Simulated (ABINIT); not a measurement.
# Ti (P6/mmm) in ABINIT: single point with PBEsol

Aim: the single point of Ti with PBEsol.

Everything below comes from runs of ABINIT 10.8.3 (patched build). Logs are shortened: lines on timing, memory, paths and dates and some standing lists are left out, and cuts for length are marked. The log counts tension as positive stress, the text compression.

## Step 1: Starting point

The structure is hexagonal, space group P6/mmm (No. 191). The conventional cell has a = 4.567 Å, b = 4.567 Å, c = 2.826 Å, α = 90.00°, β = 90.00°, γ = 120.00°. Ti (site symmetry -6m2) has 11 Ti at 2.64 to 2.99 Å as nearest neighbours. Around Ti (site symmetry 6/mmm) lie 14 Ti at 2.83 to 2.99 Å.

This isn't the form of Ti at room conditions, which is hcp.

## Step 2: Single point, PBEsol

File run.abi:

```
# Pseudopotentials
pp_dirpath "./"
pseudos "Ti.upf"

# Structure
acell 3*1.0 Angstrom
rprim
     4.5673748306     0.0000000000     0.0000000000
    -2.2836874153     3.9554626319     0.0000000000
     0.0000000000     0.0000000000     2.8262442700
ntypat 1
znucl 22
natom 3
typat 1 1 1
xcart
     2.2836874155     1.3184875438     1.4131221350
    -0.0000000002     2.6369750881     1.4131221350
     0.0000000000     0.0000000000     0.0000000000 Angstrom

# Plane-wave basis
ecut 38.0

# k points
kptopt 1
ngkpt 5 5 7
nshiftk 1
shiftk 0.0 0.0 0.0

# Exchange and correlation
ixc -116133

# Bands and occupations
nband 22
occopt 3
tsmear 0.05 eV

# SCF cycle
nstep 100
tolvrs 1.0e-10

# Output
iomode 3
prtwf 0
prtden 0
prteig 0
prtebands 0
enunit 1
```

Potentials or basis: PseudoDojo NC SR PBEsol v0.4.1 standard.

Launch:

```bash
> mpirun --bind-to none -np 4 abinit run.abi > log 2>&1
```

run.abo:

```text
.Version 10.8.3 of ABINIT
 Symmetries : space group P6/m m m (#191); Bravais hP (primitive hexag.)
================================================================================
 Values of the parameters that define the memory need of the present run
     intxc =       0    ionmov =       0      iscf =       7    lmnmax =       6
     lnmax =       6     mgfft =      48  mpssoang =       3    mqgrid =    3001
     natom =       3  nloc_mem =       1    nspden =       1   nspinor =       1
    nsppol =       1      nsym =      24    n1xccc =    2501    ntypat =       1
    occopt =       3   xclevel =       2
       mpw =        3876          nfft =       69120          nkpt =          20
================================================================================
================================================================================

--------------------------------------------------------------------------------
------------- Echo of variables that govern the present computation ------------
--------------------------------------------------------------------------------
 -outvars: echo values of preprocessed input variables --------
            acell      1.8897261259E+00  1.8897261259E+00  1.8897261259E+00 Bohr
              amu      4.78800000E+01
             ecut      3.80000000E+01 Hartree
           enunit           1
              ixc     -116133
         kptrlatt        5    0    0      0    5    0      0    0    7
          kptrlen      3.73857934E+01
            natom           3
            nband          22
            ngfft          48      48      30
             nkpt          20
            nstep         100
             nsym          24
           ntypat           1
           occopt           3
           prtden           0
        prtebands           0
           prteig           0
            prtwf           0
            rprim      4.5673748306E+00  0.0000000000E+00  0.0000000000E+00
                      -2.2836874153E+00  3.9554626319E+00  0.0000000000E+00
                       0.0000000000E+00  0.0000000000E+00  2.8262442700E+00
          spgroup         191
           tolvrs      1.00000000E-10
           tsmear      1.83746611E-03 Hartree
            typat      1  1  1
           xangst      2.2836874153E+00  1.3184875440E+00  1.4131221350E+00
                      -4.7436720350E-17  2.6369750879E+00  1.4131221350E+00
                      -4.2256705825E-17 -2.1957228435E-16  0.0000000000E+00
            xcart      4.3155437721E+00  2.4915803585E+00  2.6704138176E+00
                      -8.9642409773E-17  4.9831607170E+00  2.6704138176E+00
                      -7.9853600993E-17 -4.1493148226E-16  0.0000000000E+00
             xred      6.6666666667E-01  3.3333333333E-01  5.0000000000E-01
                       3.3333333333E-01  6.6666666667E-01  5.0000000000E-01
                      -3.7007434154E-17 -5.5511151231E-17  0.0000000000E+00
            znucl       22.00000

================================================================================

 chkinp: Checking input parameters for consistency.

================================================================================
== DATASET  1 ==================================================================

--- !DatasetInfo
iteration_state: {dtset: 1, }
dimensions: {natom: 3, nkpt: 20, mband: 22, nsppol: 1, nspinor: 1, nspden: 1, mpw: 3876, }
cutoff_energies: {ecut:  38.0, pawecutdg:  -1.0, }
electrons: {nelect:   3.60000000E+01, charge:   0.00000000E+00, occopt:   3.00000000E+00, tsmear:   1.83746611E-03, }
meta: {optdriver: 0, ionmov: 0, optcell: 0, iscf: 7, paral_kgb: 0, }
...

 Real(R)+Recip(G) space primitive vectors, cartesian coordinates (Bohr,Bohr^-1):
 R(1)=  8.6310875  0.0000000  0.0000000  G(1)=  0.1158603  0.0668919  0.0000000
 R(2)= -4.3155438  7.4747411  0.0000000  G(2)=  0.0000000  0.1337839  0.0000000
 R(3)=  0.0000000  0.0000000  5.3408276  G(3)=  0.0000000  0.0000000  0.1872369
 Unit cell volume ucvol=  3.4456427E+02 bohr^3
 Angles (23,13,12)=  9.00000000E+01  9.00000000E+01  1.20000000E+02 degrees

 getcut: wavevector=  0.0000  0.0000  0.0000  ngfft=  48  48  30
         ecut(hartree)=     38.000   => boxcut(ratio)=   2.00410

--- Pseudopotential description ------------------------------------------------
- pspini: atom type   1  psp file is ./Ti.upf
12 -116133 2 -1 1586                          pspcod,pspxc,lmax,lloc,mmax
     nproj     2     2     2

   1.59507380E+03                                ecore*ucvol(ha*bohr**3)
--------------------------------------------------------------------------------

================================================================================

--- !BeginCycle
iteration_state: {dtset: 1, }
solver: {iscf: 7, nstep: 100, nline: 4, wfoptalg: 0, }
tolerances: {tolvrs: 1.00E-10, }
...

     iter   Etot(hartree)      deltaE(h)  residm     vres2
 ETOT  1  -177.71874489265    -1.777E+02 1.110E-01 1.437E+02
 ETOT  2  -177.82535591069    -1.066E-01 1.789E-02 3.288E+02
 ETOT  3  -177.79475247292     3.060E-02 2.373E-02 6.517E+02
 ETOT  4  -177.89399830800    -9.925E-02 5.341E-03 4.715E+01
 ETOT  5  -177.90104746307    -7.049E-03 5.558E-03 1.118E+01
 ETOT  6  -177.90290044951    -1.853E-03 2.464E-03 1.015E+00
 ETOT  7  -177.90312810278    -2.277E-04 3.010E-03 5.938E-02
 ETOT  8  -177.90315856328    -3.046E-05 9.165E-04 4.213E-03
 ETOT  9  -177.90316833670    -9.773E-06 2.157E-03 7.064E-05
 ETOT 10  -177.90317188854    -3.552E-06 5.118E-04 2.464E-04
[... 24 lines left out ...]
 ETOT 35  -177.90317497954    -2.842E-12 1.597E-04 7.344E-08
 ETOT 36  -177.90317497954     3.979E-13 4.291E-05 1.196E-07
 ETOT 37  -177.90317497953     1.663E-11 1.003E-04 1.966E-07
 ETOT 38  -177.90317497949     3.823E-11 2.688E-05 4.566E-07
 ETOT 39  -177.90317497955    -6.415E-11 6.197E-05 5.718E-08
 ETOT 40  -177.90317497955    -1.535E-12 1.660E-05 6.071E-08
 ETOT 41  -177.90317497956    -7.901E-12 3.788E-05 2.052E-10
 ETOT 42  -177.90317497956    -1.052E-12 1.016E-05 1.240E-10
 ETOT 43  -177.90317497956     9.095E-13 2.300E-05 1.334E-10
 ETOT 44  -177.90317497957    -3.780E-12 6.174E-06 2.723E-12

 At SCF step   44       vres2   =  2.72E-12 < tolvrs=  1.00E-10 =>converged.

 Cartesian components of stress tensor (hartree/bohr^3)
  sigma(1 1)=  1.36196691E-04  sigma(3 2)=  0.00000000E+00
  sigma(2 2)=  1.36196691E-04  sigma(3 1)=  0.00000000E+00
  sigma(3 3)=  1.15575191E-04  sigma(2 1)=  0.00000000E+00

--- !ResultsGS
iteration_state: {dtset: 1, }
comment   : Summary of ground state results
lattice_vectors:
- [  8.6310875,   0.0000000,   0.0000000, ]
- [ -4.3155438,   7.4747411,   0.0000000, ]
- [  0.0000000,   0.0000000,   5.3408276, ]
lattice_lengths: [   8.63109,    8.63109,    5.34083, ]
lattice_angles: [ 90.000,  90.000, 120.000, ] # degrees, (23, 13, 12)
lattice_volume:   3.4456427E+02
convergence: {deltae: -3.780E-12, res2:  2.723E-12, residm:  6.174E-06, diffor: null, }
etotal    :  -1.77903175E+02
entropy   :   0.00000000E+00
fermie    :   3.65893599E-01
cartesian_stress_tensor: # hartree/bohr^3
- [  1.36196691E-04,   0.00000000E+00,   0.00000000E+00, ]
- [  0.00000000E+00,   1.36196691E-04,   0.00000000E+00, ]
- [  0.00000000E+00,   0.00000000E+00,   1.15575191E-04, ]
pressure_GPa:  -3.8048E+00
xred      :
- [  6.6667E-01,   3.3333E-01,   5.0000E-01, Ti]
- [  3.3333E-01,   6.6667E-01,   5.0000E-01, Ti]
- [ -3.7007E-17,  -5.5511E-17,   0.0000E+00, Ti]
cartesian_forces: # hartree/bohr
- [  1.29987734E-29,   4.35281028E-29,  -0.00000000E+00, ]
- [ -1.81982827E-29,  -4.65300409E-29,  -0.00000000E+00, ]
- [  5.19950935E-30,   3.00193812E-30,  -0.00000000E+00, ]
force_length_stats: {min:   6.00387625E-30, max:   4.99622077E-29, mean:   3.37978836E-29, }
...

 Integrated electronic density in atomic spheres:
 ------------------------------------------------
 Atom  Sphere_radius  Integrated_density
    1        2.00000          9.54017302
    2        2.00000          9.54017302
    3        2.00000          9.44274607
================================================================================

 ----iterations are completed or convergence reached----

 Mean square residual over all n,k,spin=   41.563E-09; max=  61.735E-07
 reduced coordinates (array xred) for    3 atoms
       0.666666666667      0.333333333333      0.500000000000
       0.333333333333      0.666666666667      0.500000000000
      -0.000000000000     -0.000000000000      0.000000000000
 rms dE/dt=  1.4542E-28; max dE/dt=  2.6926E-28; dE/dt below (all hartree)
    1      -0.000000000000     -0.000000000000      0.000000000000
    2       0.000000000000      0.000000000000      0.000000000000
    3       0.000000000000      0.000000000000      0.000000000000

 cartesian coordinates (angstrom) at end:
    1      2.28368741530000     1.31848754396667     1.41312213500000
    2     -0.00000000000000     2.63697508793333     1.41312213500000
    3     -0.00000000000000    -0.00000000000000     0.00000000000000

 cartesian forces (hartree/bohr) at end:
    1      0.00000000000000     0.00000000000000    -0.00000000000000
    2     -0.00000000000000    -0.00000000000000    -0.00000000000000
    3      0.00000000000000     0.00000000000000    -0.00000000000000
 frms,max,avg= 2.2597769E-29 4.6530041E-29   0.000E+00  0.000E+00  0.000E+00 h/b

 cartesian forces (eV/Angstrom) at end:
    1      0.00000000000000     0.00000000000000    -0.00000000000000
    2     -0.00000000000000    -0.00000000000000    -0.00000000000000
    3      0.00000000000000     0.00000000000000    -0.00000000000000
 frms,max,avg= 1.1620240E-27 2.3926709E-27   0.000E+00  0.000E+00  0.000E+00 e/A
 length scales=  1.889726125908  1.889726125908  1.889726125908 bohr
              =  1.000000000000  1.000000000000  1.000000000000 angstroms
 Fermi (or HOMO) energy (eV) =   9.95647   Average Vxc (eV)= -11.83092
 Eigenvalues (   eV  ) for nkpt=  20  k points:
 kpt#   1, nband= 22, wtk=  0.00571, kpt=  0.0000  0.0000  0.0000 (reduced coord)
 -46.62935  -46.36731  -46.19626  -23.06740  -23.06740  -22.96352  -22.96352  -22.66854
 -22.46237  -22.37769  -22.34962  -22.34962    3.87928    8.01987    9.27215    9.27215
   9.37247    9.37247    9.96288   10.67362   11.29076   11.29076
 prteigrs : prtvol=0 or 1, do not print more k-points.

--- !EnergyTerms
iteration_state     : {dtset: 1, }
comment             : Components of total free energy in Hartree
kinetic             :  7.04209880672470E+01
hartree             :  3.59600461009549E+01
xc                  : -2.59258985171373E+01
Ewald energy        : -1.28112254649488E+02
psp_core            :  4.62924902237910E+00
local_psp           : -1.36233686230216E+02
non_local_psp       :  1.35944757933482E+00
internal            : -1.77902108626925E+02
'-kT*entropy'       : -1.06635264132406E-03
total_energy        : -1.77903174979567E+02
total_energy_eV     : -4.84099200875533E+03
band_energy         : -2.16067677291093E+01
...

 Cartesian components of stress tensor (hartree/bohr^3)
  sigma(1 1)=  1.36196691E-04  sigma(3 2)=  0.00000000E+00
  sigma(2 2)=  1.36196691E-04  sigma(3 1)=  0.00000000E+00
  sigma(3 3)=  1.15575191E-04  sigma(2 1)=  0.00000000E+00

-Cartesian components of stress tensor (GPa)         [Pressure= -3.8048E+00 GPa]
- sigma(1 1)=  4.00704498E+00  sigma(3 2)=  0.00000000E+00
- sigma(2 2)=  4.00704498E+00  sigma(3 1)=  0.00000000E+00
- sigma(3 3)=  3.40033951E+00  sigma(2 1)=  0.00000000E+00

== END DATASET(S) ==============================================================
================================================================================

 -outvars: echo values of variables after computation  --------
            acell      1.8897261259E+00  1.8897261259E+00  1.8897261259E+00 Bohr
           etotal     -1.7790317498E+02
            fcart      1.2998773375E-29  4.3528102781E-29 -0.0000000000E+00
                      -1.8198282725E-29 -4.6530040904E-29 -0.0000000000E+00
                       5.1995093499E-30  3.0019381228E-30 -0.0000000000E+00
            rprim      4.5673748306E+00  0.0000000000E+00  0.0000000000E+00
                      -2.2836874153E+00  3.9554626319E+00  0.0000000000E+00
                       0.0000000000E+00  0.0000000000E+00  2.8262442700E+00
           strten      1.3619669056E-04  1.3619669059E-04  1.1557519081E-04
                       0.0000000000E+00  0.0000000000E+00  0.0000000000E+00
           xangst      2.2836874153E+00  1.3184875440E+00  1.4131221350E+00
                      -4.7436720350E-17  2.6369750879E+00  1.4131221350E+00
                      -4.2256705825E-17 -2.1957228435E-16  0.0000000000E+00
             xred      6.6666666667E-01  3.3333333333E-01  5.0000000000E-01
                       3.3333333333E-01  6.6666666667E-01  5.0000000000E-01
                      -3.7007434154E-17 -5.5511151231E-17  0.0000000000E+00
 Calculation completed.
```

Wall time 43 s (4 MPI ranks of Arm Neoverse V2, shared host); peak memory 0.28 GiB.

What came out:

```yaml
Free_energy: -4840.9920 eV
Pressure: -3.8 GPa
Band_gap_on_the_k_mesh: none (metal or under the smearing width)
Valence_electrons_inside_the_program's_atomic_spheres: Ti 9.54, 9.44 (radii [1.0584] Å)
```

Levels at points of the mesh, in eV from the Fermi level:
| k point | band 15 | band 16 | band 17 | band 18 | band 19 | band 20 | band 21 | band 22 |
| --- | --- | --- | --- | --- | --- | --- | --- | --- |
| (0.00, 0.00, 0.00) | -0.68 | -0.68 | -0.58 | -0.58 | 0.01 | 0.72 | 1.33 | 1.33 |
